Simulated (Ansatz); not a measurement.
Runs of Ansatz 0.2.0 on C. The structure is cubic, space group Fd-3m (No. 227). The conventional cell has a = 3.567 Å, b = 3.567 Å, c = 3.567 Å, α = 90.00°, β = 90.00°, γ = 90.00°. Around C (site symmetry -43m) lie 4 C at 1.54 Å. This isn't the form of C at room conditions, which is graphite.

```csv
task,level,potentials or basis,cell,k mesh,cutoff (eV),smearing,basis error allowed,mesh quality,gap on the mesh (eV),pressure (GPa),relaxed volume (Å³/atom)
single point,PBEsol,all-electron PAW datasets made for the crystal,as given,10 × 10 × 10,540,fermi-dirac 0.05 eV,-,not flagged,4.04,-4.8,-
band structure,RPBE,"all-electron LAPW, scalar-relativistic",as given,13 × 13 × 13,447,fermi-dirac 0.05 eV,0.001 eV/atom,not flagged,4.15,7.9,-
single point,PBE,"all-electron LAPW, scalar-relativistic",as given,6 × 6 × 6,410,fermi-dirac 0.03 eV,0.002 eV/atom,coarse,(b),1.8,-
relaxation of cell and atoms,BLYP+D3(BJ),"all-electron LAPW, scalar-relativistic",relaxed,13 × 13 × 13,-,fermi-dirac 0.05 eV,0.001 eV/atom,not flagged,(a),0.0,(c)
electrostatic potential,PBE,all-electron PAW datasets made for the crystal,as given,13 × 13 × 13,540,fixed,-,not flagged,4.15,1.8,-
relaxation of cell and atoms,revPBE+D4,"all-electron LAPW, scalar-relativistic",relaxed,13 × 13 × 13,-,fermi-dirac 0.05 eV,0.001 eV/atom,not flagged,4.18,0.0,5.59
single point,PBE,"all-electron LAPW, scalar-relativistic",as given,5 × 5 × 5,389,fermi-dirac 0.04 eV,0.003 eV/atom,coarse,4.17,2.0,-
```

Alike in all rows: no spin polarisation.

Q: Estimate the missing entries.

A: (a) 4.46; (b) 4.16; (c) 5.69.

Caveats: some runs use coarse meshes; an odd mesh through Γ misses points on the zone boundary, where band edges often lie (some runs).

Not every run made on this cell is shown here.
